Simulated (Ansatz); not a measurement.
N

```
N
1.0
     4.74900    0.00000    0.00000
     0.00000    7.87300    0.00000
     0.00000    0.00000    3.54100
N
4
Cartesian
  0.0974 1.9683 2.2478
  4.6516 5.9047 1.2932
  2.2771 5.9047 0.4773
  2.4719 1.9683 3.0637
```

Atoms are numbered in the order listed.

The cell comes from COD entry 1531482, which wasn't checked; take it as a given geometry.

Level of theory: DFT, PBE, all-electron LAPW, scalar-relativistic (Ansatz 0.2.0).

Settings: a Γ-centred 6×4×8 k mesh, Fermi–Dirac smearing of 0.03 eV, basis error target 0.5 meV/atom, no spin polarisation.

```
Band gap        : none at this level of theory (metallic, semimetallic, or a small gap that the functional closes)
Volume per atom : 33.10 Å³
```

Q: Predict this quantity. Stress xx, yy, zz (compression positive).

A: -25.78, -0.79, -5.36 GPa.

Q: Give the computed value. Density of states at the Fermi level (0.2 eV bin).

A: 12.43 states/eV per cell.

Q: Pressure at this cell: what does the calculation give?

A: -106.4 kbar.

Q: Largest force: what does the calculation give?

A: 0.841 eV/Å on N1.
